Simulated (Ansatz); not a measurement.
## FeO (Wuestite) under changes of volume

One of the cells (10.067 Å³/atom); the others are scaled copies at fixed shape and fractional positions:

```
Fe O
1.0
     1.51882    0.87689    2.51958
    -1.51882    0.87689    2.51958
     0.00000   -1.75378    2.51958
Fe O
1 1
Direct
  0.00000 0.00000 0.00000
  0.50000 0.50000 0.50000
```

* Program: Ansatz 0.2.0
* Functional: PBE
* Potentials or basis: Ansatz PAW
* Cutoff: 420 eV (not typed: the program's choice for these potentials)
* k mesh: 11 × 11 × 11
* Occupations: fermi-dirac, width 0.05 eV
* Spin: collinear spin, ferromagnetic start
* Starting moments: [3.0, 0.0] μB

| volume (Å³/atom) | energy over the lowest point (meV/atom) | pressure (GPa) |
| --- | --- | --- |
| 9.463 | 17.98 | 11.6 |
| 9.664 | ? | ? |
| 9.866 | 0.74 | 2.6 |
| 10.067 | 0.00 | -1.2 |
| 10.268 | 3.75 | -4.6 |
| 10.470 | 11.56 | -7.6 |
| 10.671 | 23.02 | -10.4 |

Task: What does the run at 9.664 Å³/atom give?

Result: Energy over the lowest point 6.53 meV/atom; pressure 6.8 GPa.

Worked out: A Birch-Murnaghan fit of order 3 (a polynomial in V^(-2/3)) to the other rows has its minimum at 10.00 Å³/atom with B0 = V·E''(V) = 185 GPa and B' = 4.4 at fixed shape and positions, which overstates the stiffness. It gives 6.57 meV/atom at 9.664 Å³/atom, against the run's 6.53, and -dE/dV = 6.8 GPa, against 6.8.

Energies are extrapolated to zero smearing.

Caveats: a cell with one magnetic atom can't hold antiferromagnetic order, which such compounds often take.
